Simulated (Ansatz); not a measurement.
## Molecular dynamics of WC

Input file:

```yaml
crystal:
  lattice:
    - [-2.989174, -5.1774, 0.0]
    - [4.48376, -2.5887, 0.0]
    - [0.0, 0.0, 5.849333]
  atoms:
    - { symbol: W, position: [0.76539564, 0.54680655, 0.03027194] }
    - { symbol: C, position: [0.47364871, 0.68130142, 0.20153928] }
    - { symbol: W, position: [0.7308029, 0.50714741, 0.4978304] }
    - { symbol: C, position: [0.47806075, 0.65977267, 0.77652198] }
    - { symbol: W, position: [0.49413679, -0.00214822, 0.00334677] }
    - { symbol: C, position: [0.21055881, 0.18423484, 0.23999793] }
    - { symbol: W, position: [0.49657977, -0.0199027, 0.49644167] }
    - { symbol: C, position: [0.21316203, 0.13211025, 0.72722401] }
    - { symbol: W, position: [0.23596585, 0.52787611, 0.01588193] }
    - { symbol: C, position: [-0.00189318, 0.66456469, 0.3176021] }
    - { symbol: W, position: [0.25274814, 0.48918289, 0.51900057] }
    - { symbol: C, position: [0.02800627, 0.67877578, 0.7826756] }
    - { symbol: W, position: [-0.00598619, 0.01682951, 0.00926828] }
    - { symbol: C, position: [0.73864246, 0.17447214, 0.24977158] }
    - { symbol: W, position: [0.00462832, 0.0104829, 0.49852561] }
    - { symbol: C, position: [0.74873355, 0.1517971, 0.69590073] }
basis:
  ecutwfc: 420.0
kpoints:
  mp_grid: { grid: [2, 2, 2] }
hamiltonian:
  xc: pbe
  dispersion: d3bj
  pseudopotentials: { kind: paw, azcp: { folder: soft_1 } }
scf:
  occupations: { method: fermi_dirac, width: 0.24 }
  lower_state_search: "off"
md:
  timestep: 1.5
  n_steps: 240
  ensemble: nvt_langevin
  temperature: 1680.0
  initial_velocities: maxwell_boltzmann
  seed: 97427
  friction: 0.01
```

Run as:

```bash
$ ansatz run input.yaml --threads 1 --pin off --max-ram 3072MiB --backend cpu --events-out ev --progress --plain --runs-dir out
```

It goes on from the last frame of an earlier run, with new velocities.

Output, in part (step lines):

```
md step     0: t =     0.00 fs  T =  1575.0 K  F+E_penalty+E_count = -85097.44565252 eV  E_kin = 3.257352 eV  (9 SCF iters)
[... lines left out ...]
```

The steps, from the saved trajectory:

```tsv
time (fs)	T (K)	potential energy less start (eV)
0	1575	0.000
12	2349	-1.781
24	1879	-0.920
36	1622	-0.505
48	2443	-1.113
60	2539	-1.416
72	2039	-0.493
84	2381	-1.455
96	1854	-0.504
108	1913	-0.575
120	2004	-1.534
132	1547	-1.021
144	2002	-1.800
156	1506	-1.412
168	1430	-1.306
180	2168	-2.408
192	2640	-2.070
204	1592	-0.490
216	1911	-2.164
228	1439	-0.798
240	2141	-1.994
252	1841	-1.838
264	1855	-2.676
276	1744	-2.540
288	1424	-2.340
300	1532	-2.260
312	988	-1.565
324	1297	-2.173
336	1184	-2.319
348	1532	-3.013
360	1429	-2.649
```

All steps were run. A run of 0.36 ps of so small a system gives no equilibrium averages. Limits of this set-up: coarse k mesh.

Mean squared displacements from the first frame to the last, about the centre of mass: W 0.04 Å², C 0.15 Å².

Last frame:

```xyz
16
Lattice="-2.9892 -5.1774 0.0000 4.4838 -2.5887 0.0000 0.0000 0.0000 5.8493" Properties=species:S:1:pos:R:3
W -0.158 -5.238 -0.011
C 1.272 -4.317 1.551
W -0.206 -5.324 2.963
C 1.278 -4.541 4.497
W -1.752 -2.623 0.026
C -0.224 -1.892 1.482
W -1.641 -2.604 3.062
C -0.249 -2.006 4.579
W 1.215 -2.802 0.012
C 2.923 -1.937 1.591
W 1.307 -2.751 3.003
C 2.791 -1.948 4.249
W -0.262 -0.160 0.014
C -1.613 -4.384 1.355
W -0.129 -0.205 3.014
C -1.589 -4.601 4.615
```

Run time: 20 min on 1 thread of Arm Neoverse V2 (shared host), peak memory 0.53 GiB.
